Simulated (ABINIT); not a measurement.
Crystal: SrCl2.

```xyz
3
Lattice="0.0000 3.4884 3.4884 3.4884 0.0000 3.4884 3.4884 3.4884 0.0000" Properties=species:S:1:pos:R:3 pbc="T T T"
Sr    0.0000    0.0000    0.0000
Cl    5.2325    5.2325    5.2325
Cl    1.7442    1.7442    1.7442
```

Base run:

| Property | Result |
| --- | --- |
| Program | ABINIT 10.8.3 (patched build) |
| Functional | PBE |
| Potentials or basis | SPMS NC PBE v1.0 |
| Cutoff | 599 eV |
| k mesh | 5 × 5 × 5 |
| Occupations | fermi-dirac, width 0.05 eV |
| Spin | no spin polarisation |

Its results: band gap on the k mesh 5.41 eV, indirect (least direct gap 5.68 eV).

The run is repeated on the same cell with these changes: functional from PBE to LDA; potentials or basis from SPMS NC PBE v1.0 to PseudoDojo NC SR LDA v0.4.1 standard; cutoff from 599 eV to 707 eV. What comes out?

Band gap on the k mesh 4.95 eV, indirect (least direct gap 5.23 eV).

Caveats: an odd mesh through Γ misses points on the zone boundary, where band edges often lie.
